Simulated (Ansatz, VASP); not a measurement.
Yb: VASP beside Ansatz

The input INCAR:

```
PREC     = Accurate       # precision mode
ENCUT    = 520            # plane-wave cutoff, eV
EDIFF    = 1E-8           # SCF threshold, eV
ISMEAR   = -1             # smearing method
SIGMA    = 0.05           # smearing width, eV
LREAL    = F              # projectors in reciprocal space
LASPH    = T              # aspherical terms in the spheres
NELM     = 60             # most SCF steps
ALGO     = Normal         # electronic algorithm
ISIF     = 2              # what is computed and relaxed
LWAVE    = F              # write WAVECAR
LCHARG   = F              # write CHGCAR
GGA      = PE             # functional
LEFG     = T            
NBANDS   = 18             # bands
```

File KPOINTS:

```
regular mesh
0
Gamma
  10 10 10
```

POSCAR

```
Yb
1.0
    3.3189921052      0.0000000000      0.0000000000
    0.0000000000      3.3189921052      0.0000000000
    0.0000000000      0.0000000000      3.3189921052
Yb
1
Direct
    0.0000000000      0.0000000000      0.0000000000
```

Input for Ansatz:

```yaml
crystal:
  lattice:
    - [3.3189921052, 0.0, 0.0]
    - [0.0, 3.3189921052, 0.0]
    - [0.0, 0.0, 3.3189921052]
  atoms:
    - { symbol: Yb, position: [0.0, 0.0, 0.0] }
kpoints:
  mp_grid: { grid: [10, 10, 10] }
scf:
  occupations: { method: fermi_dirac, width: 0.05 }
hamiltonian:
  xc: pbe
  pseudopotentials: { kind: paw }
output:
  forces: true
  stress: true
  eigenvalues: true
  efg: { contact_densities: true }
```

Change from the starting cell: volume scaled by 0.9405, PAW files.

Alike in both runs: task electric field gradients; functional PBE; k mesh 10 × 10 × 10; occupations fermi-dirac, width 0.05 eV; no spin polarisation.

|  | VASP | Ansatz |
| --- | --- | --- |
| version | VASP 6.6.1 | Ansatz 0.2.0 |
| potentials or method | VASP PAW PBE potentials, release 64 (Yb) | PAW with Ansatz's default frozen-core files, scalar-relativistic |
| plane-wave cutoff (eV) | 520 | 420 |
| valence electrons in the cell | 24 | 24 |

VASP gave:

```
pressure (GPa)                                                 : 0.4
Vzz of the field gradient on the site that differs most (V/Å²) : 0.0
```

Question: Which values does Ansatz return?

Answer: Pressure (GPa): 0.7; Vzz of the field gradient on the site that differs most (V/Å²): 0.0.

The functional is the same, so the differences come from potentials, cutoffs and numerics. Ansatz warned: «gradients_without_spin_orbit».

The runs have no spin-orbit coupling, so splittings on Yb are missing. Spin polarisation is off, so any magnetic state and its effect on volume and gap are missing.
